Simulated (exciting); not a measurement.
Runs of exciting (release sodium) on LiCl. The structure is cubic, space group Fm-3m (No. 225). The conventional cell has a = 5.130 Å, b = 5.130 Å, c = 5.130 Å, α = 90.00°, β = 90.00°, γ = 90.00°. Cl (site symmetry m-3m) has 6 Li at 2.56 Å as nearest neighbours. Li (site symmetry m-3m) has 6 Cl at 2.56 Å as nearest neighbours. 

```tsv
task	level	potentials or basis	cell	k mesh	smearing	outputlevel	nempty	top of the spectrum (Ha)	broadening (Ha)	DOS window about the Fermi level (Ha)	rgkmax	other keys	gap on the mesh (eV)
band structure	LDA	all-electron LAPW+lo, shipped species files, valence relativity zora	as given	9 × 9 × 9	fermi-dirac 0.05 eV	low	10	-	-	-	7	-	5.99
band structure	BLYP	all-electron LAPW+lo, shipped species files, valence relativity zora	as given	9 × 9 × 9	fermi-dirac 0.05 eV	normal	10	-	-	-	7	-	6.48
band structure	RPBE	all-electron LAPW+lo, shipped species files, valence relativity zora	as given	9 × 9 × 9	fermi-dirac 0.05 eV	low	10	-	-	-	7	-	6.59
band structure	LDA	all-electron LAPW+lo, shipped species files, valence relativity zora	as given	9 × 9 × 9	gaussian 0.05 eV	normal	10	-	-	-	6	-	5.99
band structure	PBEsol	all-electron LAPW+lo, shipped species files, valence relativity zora	as given	9 × 9 × 9	fermi-dirac 0.05 eV	high	10	-	-	-	7	-	(a)
density of states	LDA+TS	all-electron LAPW+lo, shipped species files, valence relativity zora	cell strained at random at fixed volume	7 × 6 × 6	gaussian 0.05 eV	normal	10	-	-	[-0.6, 0.5] Ha	6	-	5.90
effective masses	WC	all-electron LAPW+lo, shipped species files, valence relativity zora	volume scaled by 1.04	9 × 9 × 9	methfessel-paxton-2 0.05 eV	low	10	-	-	-	6	-	5.92
```

Alike in all rows: no spin polarisation.

Fill in the values left out.

(a) 6.14.

Caveats: an odd mesh through Γ misses points on the zone boundary, where band edges often lie (some runs); the dispersion energy is computed afterwards and isn't part of the total energy (some runs); the masses are finite differences along the axes, which mix bands that are degenerate at the k point (some runs).

Runs at the PBE level aren't shown here.
